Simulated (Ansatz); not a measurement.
Crystal: GaP.

```
CELL_PARAMETERS angstrom
0.00000 2.72525 2.72525
2.72525 0.00000 2.72525
2.72525 2.72525 0.00000
ATOMIC_POSITIONS crystal
Ga 0.00000 0.00000 0.00000
P 0.75000 0.75000 0.75000
```

```yaml
Program: Ansatz 0.2.0
Task: relaxation of cell and atoms
Functional: LDA
Potentials_or_basis: all-electron LAPW, scalar-relativistic
Basis_error_allowed: 0.001 eV/atom
k_mesh: 8 × 8 × 8
Occupations: fermi-dirac, width 0.05 eV
Spin: no spin polarisation
```

At the start: volume 20.24 Å³/atom.

Problem. Where does the relaxation end?

Solution. Over 5 steps the energy falls by 5.7 meV/atom and the volume is 19.59 Å³/atom (-3.2 %); space group F-43m (No. 216, to 0.05 Å).

Step by step:
```csv
step,energy change (eV),largest force (eV/Å),volume (Å³)
1,0.0000,0.0000,40.48
2,-0.0103,0.0000,39.57
3,-0.0114,0.0000,39.16
4,-0.0114,0.0000,39.18
5,-0.0114,0.0000,39.18
```

Final structure:
```yaml
crystal:
  lattice:
    - [0.00000, 2.69580, 2.69580]
    - [2.69580, 0.00000, 2.69580]
    - [2.69580, 2.69580, 0.00000]
  atoms:
    - { symbol: Ga, position: [0.00000, 0.00000, 0.00000] }
    - { symbol: P, position: [0.75000, 0.75000, 0.75000] }
```
